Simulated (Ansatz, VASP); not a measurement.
# Tl in VASP and in Ansatz

```
Tl
1.0
     0.00000    2.20746    2.20746
     2.20746    0.00000    2.20746
     2.20746    2.20746    0.00000
Tl
1
Cartesian
  0.0000 0.0000 0.0000
```

Change from the starting cell: volume scaled by 1.06, crystal datasets.

Alike in both runs: task electric field gradients; functional PBE; k mesh 14 × 14 × 14; occupations fermi-dirac, width 0.05 eV; no spin polarisation.

|  | VASP | Ansatz |
| --- | --- | --- |
| version | VASP 6.6.1 | Ansatz 0.2.0 |
| potentials or method | VASP PAW PBE potentials, release 64 (Tl_d), cutoff 520 eV | all-electron PAW with datasets made for the crystal, scalar-relativistic |

```tsv
	VASP	Ansatz	Ansatz less VASP
pressure (GPa)	27.5	27.6	+0.10
Vzz of the field gradient on the site that differs most (V/Å²)	0.0	0.0	0.00
```

Ansatz ran all-electron here, so the differences hold the error of VASP's frozen core and of both bases. Ansatz warned: «gradients_without_spin_orbit».

Caveats: so large a pressure means that the cell lies far from this level's equilibrium, or that cutoff or potentials fall short (VASP). The runs have no spin-orbit coupling, so splittings on Tl are missing.
